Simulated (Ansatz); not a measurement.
La3YTl6Sn6: frames of a relaxation, 3 La, 1 Y on the 4 sites of La, cell and atoms relaxed

Computed with the plane-wave PAW code Ansatz (scalar-relativistic, PAW set soft_2): r2SCAN, no spin polarisation, 500 eV cutoff, k-mesh 4×4×2.

Positions in Å and forces in eV/Å; free energies count from the last frame, each frame in a plane-wave basis chosen at its own cell.

```
16
Lattice="4.741 4.825 0.000 4.741 -4.825 0.000 0.000 0.000 -9.731" Properties=species:S:1:pos:R:3:forces:R:3 pbc="T T T" step=1 dE=0.140eV
La    4.738   -4.832   -7.242    0.076    0.097    0.143
La    4.724    0.035   -7.238    0.260   -0.128    0.029
La    4.726   -0.021   -2.528    0.083    0.242   -0.008
Y     0.004   -0.040   -2.500    0.014    0.092   -0.291
Sn    2.383    2.395   -7.246   -0.147    0.138   -0.100
Sn    2.409   -2.386   -7.238   -0.131   -0.101   -0.093
Sn    2.354    2.424   -2.489    0.066   -0.092    0.133
Sn    2.376   -2.413   -2.516   -0.055   -0.098    0.178
Sn    4.765   -2.396   -4.864   -0.022   -0.233    0.081
Sn    4.765    2.412   -4.897   -0.008    0.123    0.274
Tl    4.728   -2.392   -0.010    0.092   -0.126   -0.113
Tl    4.730    2.429    0.002    0.108    0.020   -0.203
Tl    2.368    0.011   -4.889   -0.106    0.013    0.208
Tl    7.122   -0.003   -4.877    0.089    0.017    0.111
Tl    7.136    0.005   -9.713   -0.094    0.028   -0.217
Tl    2.416    0.010   -9.745   -0.225    0.008   -0.131
```

```
16
Lattice="4.846 4.800 0.002 4.846 -4.800 0.001 -0.002 -0.001 -9.570" Properties=species:S:1:pos:R:3:forces:R:3 pbc="T T T" step=4 dE=0.000eV
La    4.850   -4.797   -7.106    0.000    0.003    0.023
La    4.851    0.003   -7.098    0.001   -0.002   -0.024
La    4.853    0.004   -2.485   -0.003    0.001    0.007
Y     0.005    0.002   -2.520    0.002   -0.002    0.012
Sn    2.427    2.402   -7.148    0.004    0.004   -0.001
Sn    2.427   -2.397   -7.142    0.002   -0.001   -0.005
Sn    2.427    2.402   -2.414    0.006    0.002    0.007
Sn    2.431   -2.395   -2.420   -0.006   -0.002    0.010
Sn    4.852   -2.424   -4.755   -0.003   -0.004    0.001
Sn    4.860    2.431   -4.755   -0.004    0.003    0.004
Tl    4.851   -2.421   -0.045    0.004   -0.007    0.001
Tl    4.854    2.430   -0.044    0.002    0.006   -0.002
Tl    2.423    0.009   -4.767    0.002    0.000   -0.010
Tl    7.283   -0.001   -4.765   -0.004    0.000   -0.013
Tl    7.275    0.005   -9.612   -0.006   -0.001   -0.004
Tl    2.425    0.003   -9.612    0.003   -0.002   -0.005
```
